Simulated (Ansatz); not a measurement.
# P (Cmce) in Ansatz: notebook

Runs on P. Level: revPBE. Tasks: single point, equation of state.

Everything below comes from runs of Ansatz 0.2.0. Logs are shortened: lines on timing, memory, paths and dates and some standing lists are left out, and cuts for length are marked.

**1. Starting point**

Symmetry: Cmce, No. 64, orthorhombic system. The conventional cell has a = 3.295 Å, b = 10.930 Å, c = 4.544 Å, α = 90.00°, β = 90.00°, γ = 90.00°. P (site symmetry m) is surrounded by 3 P at 2.20 to 2.25 Å.

**2. Single point, revPBE, 19.23 Å³/atom (volume scaled by 0.94)**

input.yaml reads:

```yaml
crystal:
  lattice:
    - [1.6141062751, -5.3534750391, 0.0]
    - [1.6141062751, 5.3534750391, 0.0]
    - [0.0, 0.0, 4.450882307]
  atoms:
    - { symbol: P, position: [0.90414313, 0.09585687, 0.58881517] }
    - { symbol: P, position: [0.09585687, 0.90414313, 0.41118483] }
    - { symbol: P, position: [0.59585687, 0.40414313, 0.08881517] }
    - { symbol: P, position: [0.40414313, 0.59585687, 0.91118483] }
hamiltonian:
  xc: revpbe
  pseudopotentials: { kind: paw }
kpoints:
  mp_grid: { grid: [8, 8, 6] }
scf:
  occupations: { method: fermi_dirac, width: 0.05 }
output:
  forces: true
  stress: true
  eigenvalues: true
```

Potentials or basis: Ansatz PAW.

The run is started by

```sh
ansatz run input.yaml --threads 2 --pin off --max-ram 5120MiB --backend cpu --events-out ev --progress --plain --runs-dir out
```

The program printed:

```text
Warning: RAYON_NUM_THREADS=2 ignored (pool sized by the plan → 2); use --threads N
Engine: ansatz 0.2.0, x86_64-unknown-linux-gnu
Pseudopotentials: kind: paw
Pseudopotential: P, paw, valence charge 5, recommended cutoff 420 eV (normal), P.paw.azcp
Functional definition: revPBE
  parameter kappa = 1.245
  parameter beta = 0.06672455060314922
  exchange = pbe_x(kappa = kappa, mu = beta*pi^2/3)
  correlation = pbe_c(beta = beta)
Crystal: 4 atoms, lattice volume = 76.921 Å³
Basis set: ecut = 420 eV, 1491 PW (Γ), exchange–correlation on 80×80×60 points (8 copies of the dense FFT grid, shifted against one another)
Bands: 14, of which v1, the nominal top of the filled ones, is band 10 counted from 1 (9 counted from 0)
Symmetry: 8 space group operations
Space group: Cmce (ITA 64), of the structure as read, at distance tolerance 4.3e-5 Å
k-points: 84 of 384
Non-local potential: P, projectors of the file, l = 0: 2, l = 1: 2, l = 2: 2
PAW form: soft (Blöchl's): semilocal exchange-correlation on the pseudo side does not see the compensation charge
PAW frozen core: P, regenerated for the run's functional, and the local potential with it (the file was generated under x = pbe(κ = 0.804, μ = 0.2195149727645171), c = pbe(β = 0.06672455060314922))
PAW one-centre angular grid: P, 110 points (default); XC on 64 Gauss nodes
Initial density: superposition of atomic densities (neutral atoms: chi_scale 0, normalization atom), corrected by the library's trained network
Initial wavefunctions: pseudopotential atomic-orbital guess
Functional: x = revpbe(κ = 1.245, μ = 0.2195149727645171), c = pbe(β = 0.06672455060314922)
SCF iter   1: F=—  HF=-3031.801463 eV  |F-HF|=—  |Δ(HF+E_count)|=         —  Δρ=2.67e-3  dr2=3.54e-3  ethr=1.77e-3  ⟨swp⟩=7.5  Hψ=8798  notcnv=0
preconditioner: auto → Kerker (q_TF=auto, 2.180 Å⁻¹)  [metal: Δε(μ)=0.054 eV  Ē_g=9.221 eV  σ=0.050 eV  W_gap=0.26  n_scr=12 (ndim 8)  ℏωp=18.9 eV  f_vac=0.000  D(μ)=0.07/eV (n_scr^D=0)]
SCF iter   2: F=—  HF=-3031.800873 eV  |F-HF|=—  |Δ(HF+E_count)|=   5.89e-4  Δρ=1.50e-3  dr2=1.14e-3  ethr=1.77e-5  ⟨swp⟩=2.8  Hψ=2941  notcnv=0
SCF iter   3: F=—  HF=-3031.800963 eV  |F-HF|=—  |Δ(HF+E_count)|=   8.99e-5  Δρ=3.46e-4  dr2=7.67e-5  ethr=5.72e-6  ⟨swp⟩=2.3  Hψ=1888  notcnv=0
SCF iter   4: F=—  HF=-3031.801008 eV  |F-HF|=—  |Δ(HF+E_count)|=   4.50e-5  Δρ=1.13e-4  dr2=1.27e-5  ethr=3.83e-7  ⟨swp⟩=2.8  Hψ=2011  notcnv=0
SCF iter   5: F=—  HF=-3031.801015 eV  |F-HF|=—  |Δ(HF+E_count)|=   7.07e-6  Δρ=2.99e-5  dr2=2.14e-6  ethr=6.34e-8  ⟨swp⟩=2.7  Hψ=2064  notcnv=0
SCF iter   6: F=—  HF=-3031.801016 eV  |F-HF|=—  |Δ(HF+E_count)|=   3.97e-7  Δρ=1.21e-5  dr2=3.12e-7  ethr=1.07e-8  ⟨swp⟩=2.4  Hψ=2010  notcnv=0
SCF iter   7: F=-3031.801015 eV  HF=-3031.801015 eV  |F-HF|=1.20e-8  |Δ(HF+E_count)|=   5.03e-8  Δρ=3.31e-6  dr2=2.16e-8  ethr=5.00e-10  ⟨swp⟩=7.4  Hψ=6484  notcnv=0
SCF 1 converged in 7 iterations: F = -3031.801015 eV  dr2 = 2.16e-8
SCF converged after 7 iterations
Free energy (F): -3031.801015 eV
Harris-Foulkes:  -3031.801015 eV  (|F-HF|=1.20e-8)
Internal energy: -3031.800451 eV  (E = F + TS)
E sigma→0 (E₀):  -3031.800733 eV
Entropy (-TS):   -0.000565 eV (-0.141 meV/atom)
Fermi energy:    7.711900 eV
--- Per-component energies (eV) ---
  E_band       = 11.772970
  E_kinetic    = 285.663570
  E_local      = -326.757064  (includes V_loc(G=0)·N_el)
  E_nonlocal   = 134.475489
  E_hartree    = 96.024485
  E_xc         = -247.471772
  E_vxc        = -244.581127  (∫ρ·V_xc dr)
  E_paw        = -2286.424784  (= ΣΔE_a)
  E_vpaw       = -29.075617  (= ΣTr[D̂ρ^β])
  E_aug_tail   = 0.000013  (compensation charges beyond the density's cutoff)
  E_ewald      = -687.216663
  E_core_change = -0.093725  (= ΣΔE_core)
  E_smearing   = -0.000565  (= −TS)
  E_closure    = -0.000000  (closes the sum)
  Σ components = -3031.801015   (vs F -3031.801015, Δ=0.00e0)
--- Forces (eV/Å), atoms counted from 1 ---
  atom   1  P      0.00000000     0.63119622    -0.69339422
  atom   2  P      0.00000000    -0.63119622     0.69339422
  atom   3  P     -0.00000000    -0.63119622    -0.69339422
  atom   4  P     -0.00000000     0.63119622     0.69339422
  max |Σ_I F_I| component: 1.11e-16 eV/Å
--- Stress (GPa, compression-positive) ---
       10.262507       0.000000       0.000000
        0.000000       7.685007       0.000000
        0.000000       0.000000       8.836665
  P = ⅓ Tr σ = 8.9281 GPa (89.281 kbar)
--- Band table (eV; the first three rows and the last of 84) ---
  k-point 0: bands = ["-8.7309", "-5.7839", "-2.3325", "0.4890", "2.4288", "2.9100", "3.3876", "4.6912", "4.9844", "6.3625", "8.1768", "8.6329", "9.6625", "10.6255"]
  k-point 1: bands = ["-8.5798", "-6.0325", "-2.3368", "0.2888", "2.3609", "3.0454", "3.4975", "4.9017", "5.4275", "5.6461", "8.6283", "9.3790", "9.4717", "10.4526"]
  k-point 2: bands = ["-8.1414", "-6.6847", "-2.0855", "-0.4922", "2.3362", "3.8037", "4.0960", "4.4728", "4.6384", "6.6034", "9.0593", "9.1233", "10.3224", "10.9342"]
  k-point 83: bands = ["-7.4027", "-7.4027", "-1.9858", "-1.9858", "4.2011", "4.2011", "4.7641", "4.7641", "5.6588", "5.6588", "9.1265", "9.1265", "10.4185", "10.4185"]
```

Run time: 11 s. Hardware: 2 threads of Intel Xeon at 2.50GHz (Skylake/Cascade Lake), shared host; peak memory 0.4 GiB.

What came out:

```
Free energy            : -3031.8010 eV
Pressure               : 8.9 GPa
Largest force          : 0.938 eV/Å
Band gap on the k mesh : 0.06 eV, direct
```

Caveat: the PAW data sets come from PBE, with cores solved anew for the run's functional, which leaves a small shift of forces and pressure.

**3. Single point, revPBE, 19.64 Å³/atom (volume scaled by 0.96)**

input.yaml, as its differences from that of step 2:

```diff
@@ -2,5 +2,5 @@
   lattice:
-    - [1.6141062751, -5.3534750391, 0.0]
-    - [1.6141062751, 5.3534750391, 0.0]
-    - [0.0, 0.0, 4.450882307]
+    - [1.6254735952, -5.3911768097, 0.0]
+    - [1.6254735952, 5.3911768097, 0.0]
+    - [0.0, 0.0, 4.4822275814]
   atoms:
@@ -21 +21,5 @@
   eigenvalues: true
+  write_density: true
+  write_potential: true
+  elf: true
+  volumetric_format: npy
```

Potentials or basis: Ansatz PAW.

The run is started by

```sh
ansatz run input.yaml --threads 2 --pin off --max-ram 5120MiB --backend cpu --events-out ev --progress --plain --runs-dir out
```

Run time: 14 s. Hardware: 2 threads of Intel Xeon at 2.50GHz (Skylake/Cascade Lake), shared host; peak memory 0.41 GiB.

It converged, with:

- Free energy: -3031.8815 eV
- Pressure: 6.9 GPa
- Largest force: 0.726 eV/Å
- Band gap on the k mesh: 0.08 eV, direct

Caveat: the PAW data sets come from PBE, with cores solved anew for the run's functional, which leaves a small shift of forces and pressure.

**4. Single point, revPBE, 20.05 Å³/atom (volume scaled by 0.98)**

input.yaml, as its differences from that of step 3:

```diff
@@ -2,5 +2,5 @@
   lattice:
-    - [1.6254735952, -5.3911768097, 0.0]
-    - [1.6254735952, 5.3911768097, 0.0]
-    - [0.0, 0.0, 4.4822275814]
+    - [1.6366841122, -5.4283585144, 0.0]
+    - [1.6366841122, 5.4283585144, 0.0]
+    - [0.0, 0.0, 4.5131404726]
   atoms:
@@ -21,5 +21 @@
   eigenvalues: true
-  write_density: true
-  write_potential: true
-  elf: true
-  volumetric_format: npy
```

The run is started by

```sh
ansatz run input.yaml --threads 2 --pin off --max-ram 5120MiB --backend cpu --events-out ev --progress --plain --runs-dir out
```

Wall time 10 s (2 threads of Intel Xeon at 2.50GHz (Skylake/Cascade Lake), shared host); peak memory 0.41 GiB.

It converged, with:

```yaml
Free_energy: -3031.9419 eV
Pressure: 5.0 GPa
Largest_force: 0.532 eV/Å
Band_gap_on_the_k_mesh: 0.11 eV, direct
```

Caveat: the PAW data sets come from PBE, with cores solved anew for the run's functional, which leaves a small shift of forces and pressure.

**5. Single point, revPBE, 20.46 Å³/atom**

input.yaml, as its differences from that of step 4:

```diff
@@ -2,5 +2,5 @@
   lattice:
-    - [1.6366841122, -5.4283585144, 0.0]
-    - [1.6366841122, 5.4283585144, 0.0]
-    - [0.0, 0.0, 4.5131404726]
+    - [1.6477431241, -5.4650377251, 0.0]
+    - [1.6477431241, 5.4650377251, 0.0]
+    - [0.0, 0.0, 4.54363559]
   atoms:
```

The run is started by

```sh
ansatz run input.yaml --threads 2 --pin off --max-ram 5120MiB --backend cpu --events-out ev --progress --plain --runs-dir out
```

Run time: 9.6 s. Hardware: 2 threads of Intel Xeon at 2.50GHz (Skylake/Cascade Lake), shared host; peak memory 0.41 GiB.

The run converged. Its results:

* Free energy: -3031.9843 eV
* Pressure: 3.3 GPa
* Largest force: 0.355 eV/Å
* Band gap on the k mesh: 0.14 eV, direct

Caveat: the PAW data sets come from PBE, with cores solved anew for the run's functional, which leaves a small shift of forces and pressure.

**6. Single point, revPBE, 20.87 Å³/atom (volume scaled by 1.02)**

input.yaml, as its differences from that of step 5:

```diff
@@ -2,5 +2,5 @@
   lattice:
-    - [1.6477431241, -5.4650377251, 0.0]
-    - [1.6477431241, 5.4650377251, 0.0]
-    - [0.0, 0.0, 4.54363559]
+    - [1.6586556482, -5.5012310827, 0.0]
+    - [1.6586556482, 5.5012310827, 0.0]
+    - [0.0, 0.0, 4.5737267689]
   atoms:
```

Potentials or basis: Ansatz PAW.

The run is started by

```sh
ansatz run input.yaml --threads 2 --pin off --max-ram 5120MiB --backend cpu --events-out ev --progress --plain --runs-dir out
```

It took 10 s on 2 threads of Intel Xeon at 2.50GHz (Skylake/Cascade Lake), shared host; peak memory 0.42 GiB.

The run converged. Its results:

* Free energy: -3032.0104 eV
* Pressure: 1.8 GPa
* Largest force: 0.203 eV/Å
* Band gap on the k mesh: 0.18 eV, direct

Caveat: the PAW data sets come from PBE, with cores solved anew for the run's functional, which leaves a small shift of forces and pressure.

**7. Single point, revPBE, 21.28 Å³/atom (volume scaled by 1.04)**

input.yaml, as its differences from that of step 6:

```diff
@@ -2,5 +2,5 @@
   lattice:
-    - [1.6586556482, -5.5012310827, 0.0]
-    - [1.6586556482, 5.5012310827, 0.0]
-    - [0.0, 0.0, 4.5737267689]
+    - [1.6694264413, -5.5369543634, 0.0]
+    - [1.6694264413, 5.5369543634, 0.0]
+    - [0.0, 0.0, 4.6034271255]
   atoms:
```

The run is started by

```sh
ansatz run input.yaml --threads 2 --pin off --max-ram 5120MiB --backend cpu --events-out ev --progress --plain --runs-dir out
```

Run time: 9.4 s. Hardware: 2 threads of Intel Xeon at 2.50GHz (Skylake/Cascade Lake), shared host; peak memory 0.42 GiB.

It converged, with:

```
Free energy            : -3032.0219 eV
Pressure               : 0.5 GPa
Largest force          : 0.119 eV/Å
Band gap on the k mesh : 0.22 eV, direct
```

Caveat: the PAW data sets come from PBE, with cores solved anew for the run's functional, which leaves a small shift of forces and pressure.

**8. Single point, revPBE, 21.69 Å³/atom (volume scaled by 1.06)**

input.yaml, as its differences from that of step 7:

```diff
@@ -2,5 +2,5 @@
   lattice:
-    - [1.6694264413, -5.5369543634, 0.0]
-    - [1.6694264413, 5.5369543634, 0.0]
-    - [0.0, 0.0, 4.6034271255]
+    - [1.6800600174, -5.5722225395, 0.0]
+    - [1.6800600174, 5.5722225395, 0.0]
+    - [0.0, 0.0, 4.632749108]
   atoms:
```

The run is started by

```sh
ansatz run input.yaml --threads 2 --pin off --max-ram 5120MiB --backend cpu --events-out ev --progress --plain --runs-dir out
```

Wall time 10 s (2 threads of Intel Xeon at 2.50GHz (Skylake/Cascade Lake), shared host); peak memory 0.41 GiB.

It converged, with:

* Free energy: -3032.0201 eV
* Pressure: -0.8 GPa
* Largest force: 0.185 eV/Å
* Band gap on the k mesh: 0.26 eV, direct

Caveat: the PAW data sets come from PBE, with cores solved anew for the run's functional, which leaves a small shift of forces and pressure.

**9. Equation of state, revPBE**

Potentials or basis: Ansatz PAW.

This step only gathers the single runs of the series.

Results:

* Equilibrium volume: 21.42 Å³/atom
* Bulk modulus at fixed shape and positions: 65 GPa
* Pressure derivative of the bulk modulus: 4.4

Energy against volume, from the lowest point:
| volume (Å³/atom) | energy (meV/atom) |
| --- | --- |
| 19.230 | 55.22 |
| 19.639 | 35.10 |
| 20.049 | 19.99 |
| 20.458 | 9.40 |
| 20.867 | 2.86 |
| 21.276 | 0.00 |
| 21.685 | 0.45 |

Caveat: the potentials were made for another functional, which shifts forces and pressure; the cell was scaled at fixed shape and fractional positions, which overstates the stiffness of a crystal with free parameters, most of all of layers and chains.
